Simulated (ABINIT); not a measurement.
Input of an ABINIT 10.8.3 (patched build) run:

run.abi

```
# Pseudopotentials
pp_dirpath "./"
pseudos "Hf.upf, C.upf"

# Structure
acell 3*1.0
rprim
     0.0000000000     4.3558418286     4.3558418286
     4.3558418286     0.0000000000     4.3558418286
     4.3558418286     4.3558418286     0.0000000000
ntypat 2
znucl 72 6
natom 2
typat 1 2
xred
     0.5000000000     0.5000000000     0.5000000000
     0.0000000000     0.0000000000     0.0000000000
chkprim 0
chksymtnons 0
tolsym 1.0e-6

# Plane-wave basis
ecut 41.0

# k points
kptopt 1
ngkpt 8 8 8
nshiftk 1
shiftk 0.0 0.0 0.0

# Exchange and correlation
ixc -116133

# Bands and occupations
nband 12
occopt 3
tsmear 0.05 eV

# SCF cycle
nstep 100
tolvrs 1.0e-10

# Output
iomode 3
prtwf 0
prtden 0
prteig 0
prtebands 0
```

Potentials or basis: PseudoDojo NC SR PBEsol v0.4.1 standard.

Launch:

```console
$ abinit run.abi > log 2>&1
```

**Question.** What does it give for the pressure?

**Answer.** -0.1 GPa.

**Question.** Estimate the band gap on the k mesh.

**Answer.** None (metal or under the smearing width).

Spin-orbit coupling is left out, which matters for the levels of Hf.
